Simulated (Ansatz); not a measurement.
# Pressure against volume: Mg

```
Mg
1.0
     0.00000    2.24426    2.24426
     2.24426    0.00000    2.24426
     2.24426    2.24426    0.00000
Mg
1
Direct
  0.00000 0.00000 0.00000
```

Conventional cell: a = 4.489 Å, b = 4.489 Å, c = 4.489 Å, α = 90.00°, β = 90.00°, γ = 90.00°. Mg (atom 1) is surrounded by 12 Mg at 3.17 Å.

Structure from Materials Project entry mp-1056702 (possibly hypothetical), not relaxed further.

All numbers are computed: DFT, PBE, all-electron LAPW, scalar-relativistic (Ansatz 0.2.0); DFT, PBE, PAW with Ansatz's default frozen-core files, scalar-relativistic (Ansatz 0.2.0).

For LAPW: a Γ-centred 16×16×16 k mesh, Fermi–Dirac smearing of 0.03 eV, basis error target 1 meV/atom, no spin polarisation. PAW takes a cutoff of 420 eV at this cell. The Ansatz runs share mesh, smearing and spin set-up. Plane-wave (PAW) pressures include the program's estimate of the Pulay term.

The cell above is scaled evenly, with fractional coordinates and shape held.

```csv
V/V(cell),V (Å³/atom),"P, LAPW (GPa)","P, PAW (GPa)","free energy over the lowest listed, PAW (meV/atom)"
0.9400,21.251,3.51,3.53,19.3
0.9405,21.262,3.48,3.51,19.1
0.9600,21.703,?,?,?
0.9800,22.155,1.63,1.66,4.8
0.9900,22.381,1.22,1.24,2.8
1.0000,22.607,0.83,0.85,1.3
1.0100,22.833,0.45,0.47,0.4
1.0200,23.059,0.09,0.11,0.0
1.0400,23.512,-0.58,-0.56,0.7
1.0600,23.964,-1.18,-1.17,3.1
```

Problem. Fill in the row V/V(cell) = 0.9600.

Solution. P, LAPW (GPa) = 2.53, P, PAW (GPa) = 2.55, free energy over the lowest listed, PAW (meV/atom) = 10.8.

Problem. What do Birch–Murnaghan fits to the pressures give?

Solution. LAPW: V0 = 23.12 Å³/atom, B0 = 35 GPa, B0′ = 3.9; PAW: V0 = 23.13 Å³/atom, B0 = 35 GPa, B0′ = 3.9.

PAW's V0 lies 0.05 % from the all-electron value and its B0 0.1 %. Symmetry fixes shape and coordinates here, so this is the relaxed modulus.
